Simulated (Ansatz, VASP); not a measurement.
SrO: VASP beside Ansatz

The input INCAR:

```
PREC = Accurate ; ENCUT = 520
EDIFF = 1E-6 ; ISMEAR = -1
SIGMA = 0.05 ; LREAL = F
LASPH = T ; NELM = 60
ALGO = Normal ; ISIF = 2
LWAVE = F ; LCHARG = F
GGA = PS
```

KPOINTS

```
Automatic mesh
0
Gamma
  9 9 9
```

The input POSCAR:

```
SrO
1.0
    0.0000000000      2.5663000000      2.5663000000
    2.5663000000      0.0000000000      2.5663000000
    2.5663000000      2.5663000000      0.0000000000
Sr O
1 1
Direct
    0.5000000000      0.5000000000      0.5000000000
    0.0000000000      0.0000000000      0.0000000000
```

Contents of KPOINTS_OPT:

```
path GXWKGLUWLK,UX
20
line-mode
reciprocal
 0.0000000000  0.0000000000  0.0000000000  G
 0.5000000000  0.0000000000  0.5000000000  X

 0.5000000000  0.0000000000  0.5000000000  X
 0.5000000000  0.2500000000  0.7500000000  W

 0.5000000000  0.2500000000  0.7500000000  W
 0.3750000000  0.3750000000  0.7500000000  K

 0.3750000000  0.3750000000  0.7500000000  K
 0.0000000000  0.0000000000  0.0000000000  G

 0.0000000000  0.0000000000  0.0000000000  G
 0.5000000000  0.5000000000  0.5000000000  L

 0.5000000000  0.5000000000  0.5000000000  L
 0.6250000000  0.2500000000  0.6250000000  U

 0.6250000000  0.2500000000  0.6250000000  U
 0.5000000000  0.2500000000  0.7500000000  W

 0.5000000000  0.2500000000  0.7500000000  W
 0.5000000000  0.5000000000  0.5000000000  L

 0.5000000000  0.5000000000  0.5000000000  L
 0.3750000000  0.3750000000  0.7500000000  K

 0.6250000000  0.2500000000  0.6250000000  U
 0.5000000000  0.0000000000  0.5000000000  X
```

The input input.yaml:

```yaml
crystal:
  lattice:
    - [0.0, 2.5663, 2.5663]
    - [2.5663, 0.0, 2.5663]
    - [2.5663, 2.5663, 0.0]
  atoms:
    - { symbol: Sr, position: [0.5, 0.5, 0.5] }
    - { symbol: O, position: [0.0, 0.0, 0.0] }
hamiltonian:
  xc: pbesol
  pseudopotentials: { kind: paw }
kpoints:
  mp_grid: { grid: [9, 9, 9] }
  band_path:
    path:
      - [[0.0, 0.0, 0.0], [0.5, 0.0, 0.5], [0.5, 0.25, 0.75], [0.375, 0.375, 0.75], [0.0, 0.0, 0.0], [0.5, 0.5, 0.5], [0.625, 0.25, 0.625], [0.5, 0.25, 0.75], [0.5, 0.5, 0.5], [0.375, 0.375, 0.75]]
      - [[0.625, 0.25, 0.625], [0.5, 0.0, 0.5]]
    npoints: 14
scf:
  occupations: { method: fermi_dirac, width: 0.05 }
  n_extra_bands: 6
output:
  forces: true
  stress: true
  eigenvalues: true
  fatbands: false
  write_density: true
  write_potential: true
  elf: true
  volumetric_format: npy
```

Alike in both runs: task band structure; functional PBEsol; k mesh 9 × 9 × 9; occupations fermi-dirac, width 0.05 eV; no spin polarisation.

|  | VASP | Ansatz |
| --- | --- | --- |
| version | VASP 6.6.1 | Ansatz 0.2.0 |
| potentials or method | VASP PAW PBE potentials, release 64 (Sr_sv, O) | Ansatz PAW |
| plane-wave cutoff (eV) | 520 | 420 |
| valence electrons in the cell | 16 | 16 |

Ansatz gave:

- gap on the k mesh at the Fermi level (eV): 3.26
- least direct gap on the mesh (eV): 3.34
- gap along the band path (eV): 3.20
- pressure (GPa): -0.6

Problem. What did VASP give for the same quantities?

Solution. gap on the k mesh at the Fermi level (eV): 3.21; least direct gap on the mesh (eV): 3.30; gap along the band path (eV): 3.15; pressure (GPa): 0.1.

Caveats: the PAW data sets were made with another functional, which shifts forces and pressure a little (VASP); the k mesh misses the band edges, so the gap on the mesh is wider than the one along the path (Ansatz); the pressure holds a Pulay correction of +0.4 GPa for the finite cutoff (Ansatz); the PAW data sets come from PBE, with cores solved anew for the run's functional, which leaves a small shift of forces and pressure (Ansatz). Expect the measured gap to be larger: semilocal functionals such as PBEsol lack the derivative discontinuity.
